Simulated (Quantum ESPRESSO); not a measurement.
## HgTe (Coloradoite): equation of state with PBE+rVV10

**What was measured.**

A printed reference work, monograph reports, for a bulk crystal of HgTe: bulk modulus 43 GPa.

Crystal: HgTe (Coloradoite).

```
CELL_PARAMETERS angstrom
0.00000 3.21450 3.21450
3.21450 0.00000 3.21450
3.21450 3.21450 0.00000
ATOMIC_POSITIONS crystal
Hg 0.00000 0.00000 0.00000
Te 0.75000 0.75000 0.75000
```

```json
{
 "Program": "Quantum ESPRESSO 7.5",
 "Task": "equation of state",
 "Functional": "PBE",
 "Dispersion": "rVV10",
 "Potentials or basis": "PseudoDojo 0.4.1 SR PBE standard",
 "Cutoff": "1088 eV",
 "Density cutoff": "4354 eV",
 "k mesh": "7 × 7 × 7",
 "Occupations": "fermi-dirac, width 0.05 eV",
 "Spin": "no spin polarisation",
 "Mixing beta": "0.5",
 "Most SCF iterations": "120",
 "SCF threshold": "4e-10 Ry"
}
```

| Quantity | Value |
| --- | --- |
| Equilibrium volume | 34.98 Å³/atom |
| Bulk modulus | 41 GPa |
| Pressure derivative of the bulk modulus | 5.1 |

Energy against volume, from the lowest point:
```
volume (Å³/atom)  energy (meV/atom)
          31.223              65.72
          31.887              42.60
          32.551              25.11
          33.215              12.62
          33.880               4.60
          34.544               0.53
          35.208               0.00
```

All runs of the series together: 4.1 min on 1 thread of AMD EPYC 7B13 (Zen 3), with other jobs on the host.

Measured bulk modulus of HgTe: 43 GPa (a printed reference work, monograph). This calculation gives 41 GPa (-3.5 %). The fit is for a static lattice scaled at fixed shape and fixed fractional positions.

Caveat: rVV10's parameter b was fitted to another functional. Spin-orbit coupling is left out, which matters for the levels of Hg, Te.
